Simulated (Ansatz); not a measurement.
## Ta(110) / 1 layer W(110) / Ta(110): resistance against film thickness

How does the resistance across the layers grow with the film in Ta(110) / 1 layer W(110) / Ta(110)?

Program: Ansatz 0.2.0. Level of theory: Ansatz plane-wave DFT, LDA, PAW files; ballistic transport by layer matching (Landauer), zero bias; PAW set soft_1. Results are calculated unless marked as measured.

## 1. The structure

The cell holds 10 atoms: 9 Ta and 1 W. Its edges and angles: a = 2.860 Å, b = 2.860 Å, c = 23.072 Å, α = 90.0°, β = 90.0°, γ = 109.5°. It derives from Ta and W. Regions: lead, 9 atoms (9 Ta); films, 1 atom (1 W). The structure is stacked along c, and the current runs across the ab planes.

## 2. With 1 layer

The film is laid into the lead at the lead's in-plane lattice, and the cell closes on the lead's own image. The mesh across the current, 26×26, is finer than the density's, because channels open and close sharply across the zone. Energies from -1 to 1 eV in steps of 0.036 eV cover the slope of the Fermi function at 300 K, so the program can form a conductance.

Contents of input.yaml:

```yaml
crystal:
  lattice:
    - [1.65128, -2.3352625713, 0.0]
    - [1.65128, 2.3352625713, 0.0]
    - [0.0, 0.0, 23.0724130755]
  atoms:
    - { symbol: Ta, position: [0.0, 0.0, 0.0506072461] }
    - { symbol: Ta, position: [0.5, 0.5, 0.1518217382] }
    - { symbol: Ta, position: [0.0, 0.0, 0.2530362303] }
    - { symbol: Ta, position: [0.5, 0.5, 0.3542507224] }
    - { symbol: W, position: [0.0, 0.0, 0.4493927539] }
    - { symbol: Ta, position: [0.5, 0.5, 0.5445347855] }
    - { symbol: Ta, position: [0.0, 0.0, 0.6457492776] }
    - { symbol: Ta, position: [0.5, 0.5, 0.7469637697] }
    - { symbol: Ta, position: [0.0, 0.0, 0.8481782618] }
    - { symbol: Ta, position: [0.5, 0.5, 0.9493927539] }
kpoints:
  mp_grid: { grid: [14, 14, 2] }
hamiltonian:
  xc: lda
  pseudopotentials: { kind: paw, azcp: { folder: soft_1 }, xc_functional: pbe }
scf:
  occupations: { method: fermi_dirac, width: 0.1 }
output:
  transmission: { leads: [[0, 1]], kmesh: [26, 26], e_range: [-1.0, 1.0], de: 0.036 }
  write_potential: true
  write_density: true
  volumetric_format: npy
  elf: true
```

On the command line:

```sh
$ ansatz run input.yaml --threads 4 --pin off --max-ram 8192MiB --backend cpu --events-out ev --progress --plain --runs-dir out
```

Numbers of over 12 decimals in the logs are rounded to 6 here.

The program printed:

```text
Engine: ansatz 0.2.0, aarch64-unknown-linux-gnu
Pseudopotentials: kind: paw
Pseudopotential: Ta, paw, valence charge 13, recommended cutoff 420 eV (normal), soft_1/Ta.paw.azcp
Pseudopotential: W, paw, valence charge 14, recommended cutoff 420 eV (normal), soft_1/W.paw.azcp
Functional definition: SPW92
  exchange = slater_x
  correlation = pw_c
Crystal: 10 atoms, lattice volume = 177.942 Å³
Basis set: ecut = 420 eV, 3475 PW (Γ)
Bands: 79, of which v1, the nominal top of the filled ones, is band 66 counted from 1 (65 counted from 0)
Symmetry: 8 space group operations
Space group: Cmmm (ITA 65), of the structure as read, at distance tolerance 5.6e-5 Å
k-points: 114 of 392
Non-local potential: Ta, projectors of the file, l = 0: 3, l = 1: 2, l = 2: 2, l = 3: 1
Non-local potential: W, projectors of the file, l = 0: 3, l = 1: 2, l = 2: 2, l = 3: 1
PAW form: soft (Blöchl's): semilocal exchange-correlation on the pseudo side does not see the compensation charge
PAW frozen core: Ta, regenerated for the run's functional, and the local potential with it (the file was generated under x = pbe(κ = 0.804, μ = 0.219515), c = pbe(β = 0.066725))
PAW frozen core: W, regenerated for the run's functional, and the local potential with it (the file was generated under x = pbe(κ = 0.804, μ = 0.219515), c = pbe(β = 0.066725))
PAW one-centre angular grid: Ta, 590 points (default); XC on 64 Gauss nodes
PAW one-centre angular grid: W, 590 points (default); XC on 64 Gauss nodes
Initial density: superposition of atomic densities (chi_scale 0.1, normalization cell, long waves of neutral atoms (reshape's long-wave potential 9.95 eV rms, cloud 3.32 Å wide))
Initial wavefunctions: pseudopotential atomic-orbital guess
Functional: x = slater, c = lda
SCF iter   1: F=—  HF=-97300.917852 eV  |F-HF|=—  |Δ(HF+E_count)|=         —  Δρ=1.22e-1  dr2=8.23e2  ethr=3.10e-3  ⟨swp⟩=5.9  Hψ=35529  notcnv=0
preconditioner: auto → Kerker (q_TF=auto, 2.593 Å⁻¹)  [metal: Δε(μ)=0.002 eV  Ē_g=4.743 eV  σ=0.100 eV  W_gap=0.00  n_scr=54 (ndim 8)  ℏωp=19.9 eV  f_vac=0.000  D(μ)=6.48/eV (n_scr^D=46)]
SCF iter   2: F=—  HF=-97282.615034 eV  |F-HF|=—  |Δ(HF+E_count)|=    1.83e1  Δρ=3.87e-2  dr2=2.82e1  ethr=3.10e-3  ⟨swp⟩=6.2  Hψ=31149  notcnv=0  defer=68
SCF iter   3: F=—  HF=-97281.266390 eV  |F-HF|=—  |Δ(HF+E_count)|=    1.35e0  Δρ=1.65e-2  dr2=3.42e0  ethr=3.10e-3  ⟨swp⟩=4.9  Hψ=20079  notcnv=0  defer=130
SCF iter   4: F=—  HF=-97281.042641 eV  |F-HF|=—  |Δ(HF+E_count)|=   2.24e-1  Δρ=3.95e-3  dr2=1.63e-1  ethr=2.61e-3  ⟨swp⟩=2.2  Hψ=10289  notcnv=0  defer=132
SCF iter   5: F=—  HF=-97281.028023 eV  |F-HF|=—  |Δ(HF+E_count)|=   1.46e-2  Δρ=8.50e-4  dr2=7.00e-3  ethr=1.24e-4  ⟨swp⟩=2.0  Hψ=9949  notcnv=0  defer=131
SCF iter   6: F=—  HF=-97281.027878 eV  |F-HF|=—  |Δ(HF+E_count)|=   1.45e-4  Δρ=2.63e-4  dr2=5.59e-4  ethr=5.35e-6  ⟨swp⟩=2.1  Hψ=10792  notcnv=0  defer=127
SCF iter   7: F=—  HF=-97281.027841 eV  |F-HF|=—  |Δ(HF+E_count)|=   3.72e-5  Δρ=4.49e-5  dr2=1.24e-5  ethr=4.26e-7  ⟨swp⟩=2.0  Hψ=10325  notcnv=0  defer=126
SCF iter   8: F=—  HF=-97281.027831 eV  |F-HF|=—  |Δ(HF+E_count)|=   9.63e-6  Δρ=7.59e-6  dr2=4.61e-7  ethr=9.50e-9  ⟨swp⟩=2.0  Hψ=12115  notcnv=0  defer=126
SCF iter   9: F=-97281.027831 eV  HF=-97281.027831 eV  |F-HF|=8.34e-9  |Δ(HF+E_count)|=   2.24e-8  Δρ=1.21e-6  dr2=9.12e-9  ethr=7.63e-11  ⟨swp⟩=13.4  Hψ=31535  notcnv=0
SCF 1 converged in 9 iterations: F = -97281.027831 eV  dr2 = 9.12e-9
  greatest PAW one-centre occupation: 0.999 electrons in one spin orbital (limit 2), on the W atom at site 4 (counted from 0), in its partial waves of l = 0
transmission: 696 of 6954 steps passed
transmission: 1391 of 6954 steps passed
[...]
transmission: 6954 of 6954 steps passed
SCF converged after 9 iterations
Free energy (F): -97281.027831 eV
Harris-Foulkes:  -97281.027831 eV  (|F-HF|=8.34e-9)
Internal energy: -97280.641619 eV  (E = F + TS)
E sigma→0 (E₀):  -97280.834725 eV
Entropy (-TS):   -0.386212 eV (-38.621 meV/atom)
Fermi energy:    18.455662 eV
--- Per-component energies (eV) ---
  E_band       = -1080.633628
  E_kinetic    = 3966.472200
  E_local      = -5768.835292  (includes V_loc(G=0)·N_el)
  E_nonlocal   = -73.042705
  E_hartree    = 2133.792984
  E_xc         = -3132.183977
  E_vxc        = -2337.720885  (∫ρ·V_xc dr)
  E_paw        = -80843.300876  (= ΣΔE_a)
  E_vpaw       = -1135.094883  (= ΣTr[D̂ρ^β])
  E_aug_tail   = 0.001059  (compensation charges beyond the density's cutoff)
  E_ewald      = -13566.159235
  E_core_change = 2.614223  (= ΣΔE_core)
  E_smearing   = -0.386212  (= −TS)
  E_closure    = -0.000000  (closes the sum)
  Σ components = -97281.027831   (vs F -97281.027831, Δ=0.00e0)
--- Band table (eV; the first three rows and the last of 114) ---
  k-point 0: bands = [... 62 lower, 18.7749, 18.8047, 18.8455, 19.0321, 19.0861, 19.1049, 19.1562, 19.3236, ... 9 higher]
  k-point 1: bands = [... 62 lower, 18.6821, 18.7151, 18.8711, 18.9712, 19.0011, 19.0519, 19.1085, 19.2350, ... 9 higher]
  k-point 2: bands = [... 62 lower, 18.6750, 18.8036, 18.8093, 18.9094, 18.9572, 18.9917, 19.0907, 19.2375, ... 9 higher]
  k-point 113: bands = [... 62 lower, 19.3819, 19.4868, 19.6529, 19.7941, 19.9271, 20.1665, 20.5715, 20.6258, ... 9 higher]
--- Transmission ---
  basis      : 67 plane waves across, 38 finite elements along
  points     : 183, standing for a mesh of 26 x 26
  filling    : by the input's occupations and mesh, since the crystals that have channels conduct as metals do. If one of these is a semiconductor, that mesh has misplaced its level
  energies   : 56 from -1.000000 to 0.980000 eV about the Fermi level, 0.036000 eV apart; the leads are filled to 0.000000 eV, and channels, transmission and decay are at 0.008000 eV
  crystal 0  : Ta1, at the sites [0, 1], period 2.3353 Å, over 21.02 Å; its Hamiltonian steps by up to 2.6 meV
    offset         : up to 0.0000 Å between an atom of the period and one for which it stands
    filled         : 22.5 meV over the level at which it is neutral
    channels       : 1.761834e0 a spin
    conductance    : 1.7601e15 S/m² at 300 K; may be off by some 0.0 % by where its bands' edges are placed, 5.2 % from the k-mesh, 1.5 % from the distance to neutral
    slowest decay  : 0.0144 /Å at (0.2692, 0.0769)
  junction   : crystal 0 to crystal 0, -0.70 to 20.04 Å
    transmission   : 1.301859e0 a spin
    conductance    : 1.3055e15 S/m² at 300 K (1.2567e15 on every other point, 1.3036e15 on every other energy)
    error estimate : 0.1 % from the energy spacing and 0.4 % from band edges of the leads and from resonances (wavevectors taken as independent; lower de), 4.2 % from the k-mesh, 0.6 % from the steps of its leads' Hamiltonians or their offsets (lay more layers), 1.2 % from the distance to neutral
    resistance     : 1.9786e-4 Ω µm² beyond half of each lead's own
```

It took 4.9 min on 4 threads of Arm Neoverse V1, shared host; peak memory 1.3 GiB.

Reading the cycles: dr2 is the Hartree energy of the density residual (eV), the measure of convergence; HF is the Harris–Foulkes estimate of the energy, which meets the free energy F at convergence.

This step gave:

```
free energy                                                                : -97281.0278 eV
energy at zero smearing                                                    : -97280.8347 eV
Fermi energy                                                               : 18.46 eV
cell area                                                                  : 7.712 Å²
step of the lead's potential                                               : 2.6 meV
ballistic conductance of the lead                                          : 1.76e15 S/m²
estimated errors of the lead's conductance                                 : 0, 5.2, 1.5 % (band edges, k-mesh, distance from neutral)
lead conductance per cell                                                  : 1.752 G₀
conductance of the junction                                                : 1.31e15 S/m²
junction conductance per cell                                              : 1.299 G₀
estimated errors of the junction's conductance                             : 0.1, 0.4, 4.2, 0.6, 1.2 % (energy step, band edges, k-mesh, leads' steps, distance from neutral)
area resistance that the stack adds (contact term taken off, spin by spin) : 0.1979 fΩ m²
```

Per spin. Table of transmission, zone mean by energy, zero at the Fermi level:

```
energy (eV)  transmission, zone mean
     -1.000                    0.988
     -0.928                    0.983
     -0.856                     1.00
     -0.784                     1.03
     -0.712                    0.954
     -0.676                    0.951
     -0.604                     1.05
     -0.532                     1.01
     -0.460                     1.08
     -0.388                     1.29
     -0.316                     1.42
     -0.280                     1.45
     -0.244                     1.43
     -0.172                     1.40
     -0.100                     1.35
     -0.028                     1.33
      0.008                     1.30
      0.080                     1.23
      0.152                     1.16
      0.224                     1.11
      0.296                     1.04
      0.368                    0.997
      0.440                    0.920
      0.512                    0.824
      0.584                    0.728
      0.656                    0.663
      0.692                    0.650
      0.764                    0.619
      0.836                    0.566
      0.908                    0.520
      0.980                    0.484
```

Per spin. The open channels, zone mean, lead by energy, zero at the Fermi level:

energy (eV), open channels, zone mean, lead and a bar from the least value:
```
   -1.000       1.39 ###############
   -0.928       1.42 ################
   -0.856       1.48 #################
   -0.784       1.50 #################
   -0.712       1.36 ###############
   -0.676       1.46 ################
   -0.604       1.55 ##################
   -0.532       1.49 #################
   -0.460       1.56 ##################
   -0.388       1.87 ########################
   -0.316       2.17 ##############################
   -0.244       2.08 ############################
   -0.172       2.02 ###########################
   -0.100       1.87 ########################
   -0.028       1.78 #######################
    0.008       1.76 ######################
    0.080       1.65 ####################
    0.152       1.52 ##################
    0.224       1.49 #################
    0.296       1.35 ##############
    0.368       1.31 ##############
    0.440       1.21 ############
    0.512       1.05 #########
    0.584       0.89 ######
    0.656       0.81 ####
    0.692       0.79 ####
    0.764       0.78 ####
    0.836       0.70 ##
    0.908       0.64 #
    0.980       0.58
```

Transmission over k1 and k2. At 0.0080 eV from the Fermi level.

Ten even steps from '_' (0.00) to '@' (2.77):
```
********==------++__**********##****==------++****##
********==----::**__==++**********####------++******
******++==------++____==++++++**##%%##------==++****
++======--------++++____::--====**##**--------==++++
------------::--==++____________--------------------
----------::::--::==--__________--------------------
----::--------__==++++::____::--====----------------
--++**++++==::====++++**++++**********------**####==
**______++++==++++++**@@##**##%%%%****==----##%%##**
****==______--++++**##**++**##%%%%%%**==----**##****
****++==______::**@@**%%##++**##%%%%**--____==****##
******++::______++##++####**++**####**::____==++****
******++--______++****++**##**++****++______--++****
******++==____::**####**++**####++##++______::++****
**##****==____--**%%%%##**++##%%**@@**::______==++**
******##**----==**%%%%%%##**++**##**++++--______==**
****##%%##----==****%%%%##**##@@**++++++==++++______
--==####**------**********++++**++++====::==++++**++
------------------====--::____::++++==__--------::--
----------------------__________--==::--::::--------
----------------------____________++==--::----------
++++++==--------**##**====--::____++++--------======
******++==------##%%##**++++++==____++------==++****
********++------####**********++==__**::----==******
**##****++------==****##**********__++------==******
********++--------******************--------++******
```
Columns: k1 (b1) from -0.5 to 0.462; rows upwards: k2 (b2) from -0.5 to 0.462.

Open channels over k1 and k2. At 0.0080 eV from the Fermi level.

Values, 12 rows by 16 columns, each cell a mean:
```
2.00 2.00 2.00 1.08 1.08 1.08 1.60 2.00 2.00 2.08 2.79 2.38 1.00 1.46 2.00 2.00
1.85 1.85 1.85 1.07 1.08 1.64 0.37 1.34 1.69 1.85 2.69 2.17 1.00 1.18 1.78 1.85
1.00 1.00 1.00 1.00 1.04 1.96 1.62 0.46 0.46 0.58 1.23 1.02 1.00 1.00 1.00 1.00
1.53 1.15 1.49 1.63 2.05 2.59 2.50 2.59 2.77 2.70 2.14 1.64 1.09 1.71 2.54 2.54
1.88 1.55 0.52 0.59 2.53 2.26 2.81 3.00 3.00 3.00 2.92 2.30 1.04 1.54 2.62 2.33
2.00 2.00 1.92 0.14 1.46 2.96 3.00 3.00 3.00 3.00 3.00 2.69 0.62 0.92 2.00 2.00
2.00 2.06 2.08 0.23 1.48 2.96 3.00 3.00 3.00 3.00 2.96 2.40 0.76 0.43 1.74 2.00
2.24 2.91 3.00 1.15 1.60 2.18 2.81 3.00 3.00 2.81 2.26 2.82 2.37 1.23 0.63 1.08
1.43 1.62 1.62 1.05 1.02 1.52 1.79 1.85 1.85 1.82 3.09 1.74 1.12 1.31 1.31 1.31
1.31 1.31 1.14 1.00 1.05 1.62 1.38 0.62 0.62 0.21 1.29 1.55 1.00 1.14 1.31 1.31
2.00 2.00 1.92 1.07 1.15 3.00 2.77 2.00 2.00 1.62 0.52 1.56 1.00 1.46 2.00 2.00
2.00 2.00 2.00 1.08 1.12 2.54 2.13 2.00 2.00 2.00 1.42 1.61 1.00 1.46 2.00 2.00
```
Columns: k1 (b1) from -0.5 to 0.462; rows upwards: k2 (b2) from -0.5 to 0.462.

Electrostatic potential energy in the ca plane at fractional y = 0.000, with atoms of Ta and W within 0.2 Å of it. With pseudopotentials it is smooth inside the atoms' cores, unlike the true potential.

Ten even steps from '0' (-41 eV) to '9' (20 eV), each cell a mean:
```
01589999997200169999998422237999999730016899
24799999998533579999999743368999999863247999
78999999999877899999999977789999999987789999
99999999999999999999999999999999999999999999
88999999999988999999999988899999999998899999
56899999999755689999999864579999999975568999
02699999997310379999998522248999999741036999
01589999996200159999998422237999999720015899
```
Columns run along c (16.0 Å, from fractional 0.06 to 0.75 of the cell; values clipped at the 3rd and 97th percentile), rows up along a (2.9 Å). Atoms in or near the plane, at fractional coordinates: Ta at (0.25, 0.00), W at (0.45, 0.00), Ta at (0.65, 0.00).

ELF in the ca plane at fractional y = 0.000, with atoms of Ta and W within 0.2 Å of it. It is the smooth field of the valence electrons, not physical close to the nuclei.

Ten even steps from '0' (0.17) to '9' (0.73), each cell a mean:
```
49514434522965941443441584772443452296494144
96124323430599612432342268732432343149961243
31145322452123124432244222214432245212311443
12465322465311246432245432345432246532124653
11355322454111135432245322235432245421113553
73134323441266313432343136412432244126731343
89314433421898831442342388851443342179893144
08614534523920951443441660472343452393095145
```
Columns run along c (16.0 Å, from fractional 0.06 to 0.75 of the cell), rows up along a (2.9 Å). Atoms in or near the plane, at fractional coordinates: Ta at (0.25, 0.00), W at (0.45, 0.00), Ta at (0.65, 0.00).

Valence density in the ca plane at fractional y = 0.000, with atoms of Ta and W within 0.2 Å of it. It is the smooth field of the valence electrons, not physical close to the nuclei.

Ten even steps from '0' (0.2 e/Å³) to '9' (5.6 e/Å³), each cell a mean:
```
76100000000577610000000279930000000047761000
52000000000144200000000035410000000014520000
10000000000000000000000001000000000000100000
00000000000000000000000000000000000000000000
00000000000000000000000000000000000000000000
21000000000022100000000012200000000002210000
74100000000377410000000168720000000036741000
67200000001677620000000389940000000157672000
```
Columns run along c (16.0 Å, from fractional 0.06 to 0.75 of the cell), rows up along a (2.9 Å). Atoms in or near the plane, at fractional coordinates: Ta at (0.25, 0.00), W at (0.45, 0.00), Ta at (0.65, 0.00).

The lead's potential steps by 2.6 meV from period to period, small in itself. The program estimates the junction's conductance to 4.2 % from the k-mesh, 1.2 % from the leads' distance from neutral and 0.6 % from their steps.

By hand: 1/G − 1/G_lead = 1/1.306 − 1/1.760 = 0.198 fΩ m² with G in 10¹⁵ S/m².

[end of part 1 of 3]

[Logs are printed without paths, hosts, clocks, repeated set-up lines and the standing remarks that a program may print on its own settings, such as how far it seeks lower states.]

[Hosts, paths, dates, database ids (printed as entryN), source tags and the programs' standing remarks are cut or masked in the printed files.]
